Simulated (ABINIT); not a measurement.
Crystal: NaCl.

```
Cl Na
1.0
     3.50219    0.00000    0.00000
     0.00000    3.50219    0.00000
     0.00000    0.00000    3.50219
Cl Na
1 1
Cartesian
  1.7511 1.7511 1.7511
  0.0000 0.0000 0.0000
```

Measurements of this composition are mostly on another form, of space group No. 225.

Base run:

| Property | Result |
| --- | --- |
| Program | ABINIT 10.8.3 (patched build) |
| Functional | BP86 |
| Potentials or basis | JTH PAW PBE v2.0 |
| Cutoff | 1225 eV |
| k mesh | 8 × 8 × 8 |
| Occupations | fermi-dirac, width 0.05 eV |
| Spin | no spin polarisation |

Its results: band gap on the k mesh 4.04 eV, indirect (least direct gap 4.54 eV); pressure 0.4 GPa.

Task: After a change of settings the same cell gave: band gap on the k mesh 3.83 eV, indirect (least direct gap 4.33 eV); pressure -1.2 GPa. Which change was it?
A. functional from BP86 to PBEsol; k mesh from 8 × 8 × 8 to 6 × 6 × 6
B. functional from BP86 to LDA; potentials or basis from JTH PAW PBE v2.0 to JTH PAW LDA v2.0
C. functional from BP86 to AM05

Result: A.

Caveats: the PAW data sets were made with another functional, which shifts forces and pressure a little.
